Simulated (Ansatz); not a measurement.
# SiC (Moissanite 6H) under changes of volume

One of the cells (10.487 Å³/atom); the others are scaled copies at fixed shape and fractional positions:

```xyz
12
Lattice="3.0950 0.0000 0.0000 -1.5475 2.6803 0.0000 0.0000 0.0000 15.1700" Properties=species:S:1:pos:R:3 pbc="T T T"
Si    1.5475    0.8934    6.9524
Si    0.0000    1.7869   14.5374
Si    1.5475    0.8934   12.0101
Si    0.0000    1.7869    4.4251
Si    0.0000    0.0000    9.4812
Si    0.0000    0.0000    1.8962
C     1.5475    0.8934    5.0562
C     0.0000    1.7869   12.6412
C     1.5475    0.8934   10.1138
C     0.0000    1.7869    2.5288
C     0.0000    0.0000    7.5850
C     0.0000    0.0000    0.0000
```

* Program: Ansatz 0.2.0
* Functional: RPBE
* Dispersion: D3(BJ)
* Potentials or basis: Ansatz PAW
* Cutoff: 420 eV (not typed: the program's choice for these potentials)
* k mesh: 10 × 10 × 2
* Occupations: fermi-dirac, width 0.05 eV
* Spin: no spin polarisation

```csv
volume (Å³/atom),energy over the lowest point (meV/atom),pressure (GPa),gap on the mesh (eV),largest force (eV/Å)
9.858,0.00,-5.7,2.02,0.151
10.068,?,?,?,?
10.277,26.79,-14.4,2.03,0.144
10.487,48.09,-18.1,2.04,0.141
10.697,73.98,-21.4,2.05,0.138
10.907,103.95,-24.3,2.05,0.134
11.116,137.56,-27.0,2.05,0.132
```

Problem. What does the run at 10.068 Å³/atom give?

Solution. Energy over the lowest point 10.55 meV/atom; pressure -10.3 GPa; gap on the mesh 2.03 eV; largest force 0.148 eV/Å.

Worked out: A Birch-Murnaghan fit of order 3 (a polynomial in V^(-2/3)) to the other rows has its minimum at 9.61 Å³/atom, just outside them, with B0 = V·E''(V) = 244 GPa and B' = 3.7 at fixed shape and positions, which overstates the stiffness. It gives 10.64 meV/atom at 10.068 Å³/atom, against the run's 10.55, and -dE/dV = -10.3 GPa, against -10.3. A straight line through the other rows of the gap, of slope 0.279 eV per unit of ln V, gives 2.03 eV, against the run's 2.03.

Energies are extrapolated to zero smearing.

Caveats: the PAW data sets come from PBE, with cores solved anew for the run's functional, which leaves a small shift of forces and pressure.

A mesh can miss the band edges.
